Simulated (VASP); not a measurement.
# SiC (Moissanite): accuracy against cost in the plane-wave cutoff and PAW data sets, part 3 of 3

Aim: find what the plane-wave cutoff and PAW data sets change for SiC (Moissanite), and what they cost. The atoms are off their equilibrium sites, so that forces can be compared too. The series runs use LDA. The atoms of the start are displaced at random from the sites of a P6_3mc cell.

VASP 6.6.1, plane waves and PAW; the level of theory is named at each step.

So far. Step 12 (PAW data sets: recommended 54: Si C): With 16 valence electrons the pressure is -2.25 GPa, +0.00 GPa from the first of the series, after 13 cycles in 13 s. Step 13 (PAW data sets: GW 64: Si GW C GW): With 16 valence electrons the pressure is -3.08 GPa, -0.83 GPa from the first of the series, after 13 cycles in 15 s.

### 14. PAW data sets: hard 64: Si C h (continued)

Level of this step: LDA; plane waves and PAW (Si, C_h) (VASP).

From OUTCAR (step 14):

```text
  Total       -0.5171059     -0.3472023     -0.9798315     -0.2101990      0.3420791      0.3530849
  in kB      -20.0293757    -13.4483970    -37.9524082     -8.1417653     13.2499573     13.6762521
  external PRESSURE =     -23.8100603 kB  Pullay stress =       0.0000000 kB

 POSITION                                       TOTAL-FORCE (eV/Angst)
 -----------------------------------------------------------------------------------
     -0.00073      1.75107      0.04158         0.564274      0.602622     -0.333264
      1.55056      0.87188      2.53073         0.698927      0.624180      0.941768
      0.05292      1.79167      1.95593        -0.804910     -0.674038     -0.887988
      1.56137      0.89443      4.44236        -0.458290     -0.552764      0.279484
 -----------------------------------------------------------------------------------
    total drift:                                0.000083      0.000097      0.000113

  FREE ENERGIE OF THE ION-ELECTRON SYSTEM (eV)
  ---------------------------------------------------
  free  energy   TOTEN  =       -33.1054582360 eV

  energy  without entropy=      -33.1054582360  energy(sigma->0) =      -33.10545824

[... 1 part as in an earlier step ...]

[... 2 further parts left out ...]
[key lines of the parts left out:]
E-fermi :   9.4611
```

With 16 valence electrons the pressure is -2.38 GPa, -0.13 GPa from the first of the series, after 12 cycles in 32 s.

### 15. PAW data sets: soft 64: Si C s

This step: LDA; plane waves and PAW (Si, C_s) (VASP 6.6.1).

Input file INCAR:

```
SYSTEM = SiC
PREC = Accurate
ENCUT = 400
EDIFF = 1E-06
NELM = 100
ISMEAR = -1
SIGMA = 0.05
LREAL = .FALSE.
ALGO = Normal
GGA = CA
NBANDS = 14
LORBIT = 11
LWAVE = .FALSE.
LCHARG = .FALSE.
KPAR = 4
ISIF = 2
```

Input file POSCAR:

```
SiC
1.0
    3.0760000000      0.0000000000      0.0000000000
   -1.5380000000      2.6638941420      0.0000000000
    0.0000000000      0.0000000000      5.0480000000
Si C
2 2
Direct
    0.3284290000      0.6573350000      0.0082360000
    0.6677310000      0.3272950000      0.5013330000
    0.3534920000      0.6725760000      0.3874670000
    0.6754760000      0.3357600000      0.8800230000
```

Input file KPOINTS:

```
Automatic mesh
0
Gamma
8 8 5
0 0 0
```

PAW data sets: Si and C_s (PBE family, release 64).

Launch:

```
> mpirun -np 4 vasp_std
```

Log:

```text
[... set-up lines as in an earlier step ...]
 entering main loop
       N       E                     dE             d eps       ncg     rms          rms(c)
DAV:   1     0.540067444110E+02    0.54007E+02   -0.59848E+03  4536   0.851E+02
DAV:   2    -0.322413407527E+02   -0.86248E+02   -0.73117E+02  5640   0.309E+02
DAV:   3    -0.368929071026E+02   -0.46516E+01   -0.45811E+01  6416   0.545E+01
DAV:   4    -0.370116105103E+02   -0.11870E+00   -0.11849E+00  5468   0.109E+01
[...]
DAV:  10    -0.330848899905E+02   -0.51691E-04   -0.60603E-04  5450   0.166E-01    0.596E-02
DAV:  11    -0.330848927737E+02   -0.27831E-05   -0.24351E-05  6630   0.670E-02    0.300E-02
DAV:  12    -0.330848921933E+02    0.58036E-06   -0.13411E-06  4340   0.134E-02
   1 F= -.33084892E+02 E0= -.33084892E+02  d E =-.423242E-10
```

It took 8.8 s on 4 MPI ranks of AMD EPYC 9R14 (Zen 4), shared host; peak memory 0.54 GiB.

Parts of OUTCAR (step 15):

```text
  Total       -0.4831813     -0.3126129     -0.9560467     -0.2110545      0.3447063      0.3558563
  in kB      -18.7153543    -12.1086252    -37.0311356     -8.1749038     13.3517190     13.7835994
  external PRESSURE =     -22.6183717 kB  Pullay stress =       0.0000000 kB

 POSITION                                       TOTAL-FORCE (eV/Angst)
 -----------------------------------------------------------------------------------
     -0.00073      1.75107      0.04158         0.565386      0.603614     -0.333541
      1.55056      0.87188      2.53073         0.700176      0.625445      0.944648
      0.05292      1.79167      1.95593        -0.805987     -0.675276     -0.889445
      1.56137      0.89443      4.44236        -0.459576     -0.553782      0.278338
 -----------------------------------------------------------------------------------
    total drift:                                0.000584      0.000442      0.000730

  FREE ENERGIE OF THE ION-ELECTRON SYSTEM (eV)
  ---------------------------------------------------
  free  energy   TOTEN  =       -33.0848921933 eV

  energy  without entropy=      -33.0848921933  energy(sigma->0) =      -33.08489219

[... 2 parts as in an earlier step ...]

[... 1 further part left out ...]
[key lines of the parts left out:]
E-fermi :   9.5361
```

With 16 valence electrons the pressure is -2.26 GPa, -0.01 GPa from the first of the series, after 12 cycles in 8.8 s.

### 16. The PAW data sets series as a table

This step: convergence of LDA results with the datasets; plane waves and PAW (VASP 6.6.1).

No new run; the numbers come from the runs before.

Differences are taken from the run with minimal 64: Si C. Results of the series, by row:

```tsv
setting	status	pressure (GPa)	largest force difference (meV/Å)	gap (eV)	SCF cycles	wall time (s)
minimal 64: Si C, 520 eV	converged	-2.252	0	2.333	13	13.2
recommended 54: Si C, 520 eV	converged	-2.252	0	2.333	13	13.2
gw 64: Si_GW C_GW, 540 eV	converged	-3.081	4.558	2.337	13	15.2
hard 64: Si C_h, 970 eV	converged	-2.381	0.903	2.334	12	32
soft 64: Si C_s, 400 eV	converged	-2.262	3.054	2.337	12	8.8
```

### 17. Results

```yaml
plane_wave_cutoff_from_which_the_energy_stays_within_10_mev_atom_of_the_reference: ENCUT = 360
plane_wave_cutoff_from_which_the_energy_stays_within_1_mev_atom_of_the_reference: none before the reference itself
plane_wave_cutoff_from_which_the_pressure_stays_within_0p2_gpa_of_the_reference: ENCUT = 460
spread_of_the_pressure_over_the_plane_wave_cutoff: 19.3 GPa
spread_of_the_energy_over_the_plane_wave_cutoff: 43.8 meV/atom
spread_of_the_pressure_over_the_paw_data_sets: 0.828 GPa
```

What this shows: No run before the reference (ENCUT = 800) settles within 1 meV an atom of it; the nearest step is off by +1.3 meV an atom, -0.04 GPa, 0.5 meV/Å in forces. The pressure holds within 0.2 GPa from ENCUT = 460 on. These cutoffs are 0.6 to 2 times the default of the data sets, about 400 eV; at the default the run is off by +2.5 meV an atom, -1.35 GPa, 4.6 meV/Å in forces, and at 1.3 times by +1.9 meV an atom, +0.11 GPa, 0.4 meV/Å in forces. Energy differences between like cells converge faster than these totals. The choice of data set moves the pressure between -3.08 GPa (gw 64: Si_GW C_GW) and -2.25 GPa (minimal 64: Si C); the cutoffs differ too (400, 520, 540 and 970 eV). Differences are taken from the run with ENCUT = 800, which is itself not the exact limit. Data sets differ in their zero of energy, so energies are not compared. The runs at ENCUT = 240; ENCUT = 300; ENCUT = 360 are over 30 meV an atom or 2 GPa off and describe the material poorly.

[Lines on the potential files, build, host, timing and source positions are cut from VASP's logs without a mark.]

[Logs are printed without paths, hosts, clocks, repeated set-up lines and the standing remarks that a program may print on its own settings, such as how far it seeks lower states.]

[Hosts, paths, dates, database ids (printed as entryN), source tags and the programs' standing remarks are cut or masked in the printed files.]

[A measured line is paired with the nearest computed mode of its activity, which favours agreement.]

[In band tables of VASP the shares of atoms and orbitals are scaled to a sum of 1 inside the atoms' spheres.]
